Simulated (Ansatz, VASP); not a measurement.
**One calculation of PbSe, two programs**

```xyz
2
Lattice="0.0000 3.4373 2.4302 3.4373 0.0000 2.4302 3.4373 3.4373 0.0000" Properties=species:S:1:pos:R:3 pbc="T T T"
Pb    0.0000    0.0000    0.0000
Se    3.4373    3.4373    2.4302
```

Alike in both runs: task single point; functional PBE; k mesh 10 × 10 × 10; occupations gaussian, width 0.03 eV; no spin polarisation.

|  | VASP | Ansatz |
| --- | --- | --- |
| version | VASP 6.6.1 | Ansatz 0.2.0 |
| potentials or method | VASP PAW PBE potentials, release 64 (Pb_d, Se) | scalar-relativistic, plane waves, PAW |
| plane-wave cutoff (eV) | 520 | 420 |
| valence electrons in the cell | 20 | 30 |

```tsv
	VASP	Ansatz	Ansatz less VASP
gap on the k mesh at the Fermi level (eV)	none	none	-
pressure (GPa)	17.3	17.4	+0.06
largest component of the traceless stress (GPa)	36.86	36.94	+0.079
```

A gap of «none» marks a metal or a gap that the smearing closes. With one functional, cell and mesh, what is left measures potentials, basis and numerics. The two sets of potentials don't hold the same shells in valence.

Caveats: so large a pressure means that the cell lies far from this level's equilibrium, or that cutoff or potentials fall short (VASP). The runs have no spin-orbit coupling, so splittings on Pb are missing.
